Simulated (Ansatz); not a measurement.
Density of states of CdSe (P6_3mc, a = 4.341 Å, b = 4.341 Å, c = 7.076 Å, α = 90.00°, β = 90.00°, γ = 120.00°), in states per eV and primitive cell, averaged over bins of 0.5 eV. Method: DFT r2SCAN, scalar-relativistic, plane waves, PAW (Ansatz).

Cutoff 500 eV; k points 6×6×4 on the computed 4-atom cell (Γ-centred); Gaussian smearing, width 0.02 eV; no spin polarisation.

The cell is relaxed at this level. The states (both spins) are summed by tetrahedra on a 9×9×6 mesh at the self-consistent density. Energies are bin centres; the table starts no lower than −8 eV and ends at 6 eV, or lower where the solved bands end.

The gap is 1.10 eV at this level, with the zero inside it.

```csv
E − E_F (eV),total,Se 4p,Cd 5s,Cd 4d,Se 4s
-7.80,4.12,0.03,0.03,3.77,0.27
-7.30,0.00,0.00,0.00,0.00,0.00
-6.80,0.00,0.00,0.00,0.00,0.00
-6.30,0.00,0.00,0.00,0.00,0.00
-5.80,0.00,0.00,0.00,0.00,0.00
-5.30,0.00,0.00,0.00,0.00,0.00
-4.80,0.78,0.52,0.24,0.01,0.01
-4.30,4.22,2.71,1.27,0.10,0.08
-3.80,1.49,0.96,0.36,0.07,0.08
-3.30,1.28,0.99,0.16,0.05,0.05
-2.80,2.42,2.09,0.13,0.09,0.04
-2.30,3.65,3.26,0.09,0.13,0.03
-1.80,5.27,4.78,0.05,0.22,0.01
-1.30,3.77,3.44,0.02,0.18,0.01
-0.80,1.11,1.02,0.00,0.06,0.00
-0.30,0.00,0.00,0.00,0.00,0.00
0.20,0.00,0.00,0.00,0.00,0.00
0.70,0.00,0.00,0.00,0.00,0.00
1.20,0.05,0.01,0.03,0.00,0.01
1.70,0.14,0.03,0.08,0.00,0.02
2.20,0.36,0.09,0.20,0.00,0.04
2.70,1.55,0.34,0.77,0.00,0.10
3.20,2.84,0.63,1.27,0.00,0.11
3.70,2.31,0.54,0.96,0.00,0.05
4.20,0.74,0.17,0.27,0.00,0.01
4.70,2.73,0.27,0.33,0.00,0.01
5.20,3.61,0.28,0.32,0.00,0.01
5.70,1.46,0.09,0.12,0.00,0.00
```

The columns after the total are the Löwdin projections on the occupied valence shells of the potentials. The rest of the total lies in shells that are empty in the free atom, which aren't projected, and between the atoms.

Cost: 1 run of about 3.6 core-minutes, on Intel Xeon Processor @ 2.50GHz (Skylake/Cascade Lake) (shared hosts).